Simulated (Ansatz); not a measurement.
# C: the cost of one run

Program: Ansatz 0.2.0. Level of theory: DFT PBEsol, scalar-relativistic, plane waves, PAW. These are calculated values, not measurements.

The COD entry's cell or inner coordinates are ideal or old and differ from later refinements, so a difference from it is no clean test against experiment.

1 further run of the same task is left out (set aside as unsound or not needed).

## (1) The starting structure

It takes space group P6_3mc (No. 186, hexagonal). Conventional cell: a = 2.470 Å, b = 2.470 Å, c = 6.790 Å, α = 90.00°, β = 90.00°, γ = 120.00°. C (site symmetry 3m) has 3 C at 1.43 Å as nearest neighbours.

As a file:

```cif
data_structure
_symmetry_space_group_name_H-M 'P6_3mc'
_symmetry_Int_Tables_number 186
_cell_length_a 2.4700
_cell_length_b 2.4700
_cell_length_c 6.7900
_cell_angle_alpha 90.000
_cell_angle_beta 90.000
_cell_angle_gamma 120.000
_cell_volume 35.88
loop_
_atom_site_label
_atom_site_type_symbol
_atom_site_symmetry_multiplicity
_atom_site_Wyckoff_symbol
_atom_site_fract_x
_atom_site_fract_y
_atom_site_fract_z
_atom_site_occupancy
C1 C 2 a 0.00000 0.00000 0.00000 1
C2 C 2 b 0.33333 0.66667 0.00500 1
```

The structure comes from the Crystallography Open Database.

(A quick probe on a coarse mesh, which set the mesh and smearing, is not shown.)

## (3) The relaxation

Contents of input.yaml:

```yaml
crystal:
  lattice:
    - [2.4699988104, 0.0, 0.0]
    - [-1.2349994052, 2.1390817171, 0.0]
    - [0.0, 0.0, 6.79]
  atoms:
    - { symbol: C, position: [0.0, 0.0, 0.0] }
    - { symbol: C, position: [0.0, 0.0, 0.5] }
    - { symbol: C, position: [0.3333333333, 0.6666666667, 0.005] }
    - { symbol: C, position: [0.6666666667, 0.3333333333, 0.505] }
basis:
  ecutwfc: 420
kpoints:
  mp_grid: { grid: [18, 18, 6] }
hamiltonian:
  xc: pbesol
scf:
  occupations: { method: gaussian, width: 0.1 }
output:
  forces: true
  stress: true
  eigenvalues: true
  write_density: true
  write_potential: true
  elf: true
  volumetric_format: npy
relax:
  adjacent_minimum: "off"
  f_tol: 0.005
  max_steps: 80
  cell: { stress_tol: 0.05 }
```

Started as:

```console
ansatz run input.yaml --threads 1 --pin off --max-ram 3072MiB --backend cpu --events-out ev --progress --plain --runs-dir out
```

Q: Estimate wall time and peak memory on 1 thread of Intel Xeon Platinum 8259CL at 2.50GHz (Skylake/Cascade Lake), shared host.

About 2.2 min, with a peak of 0.41 GiB.
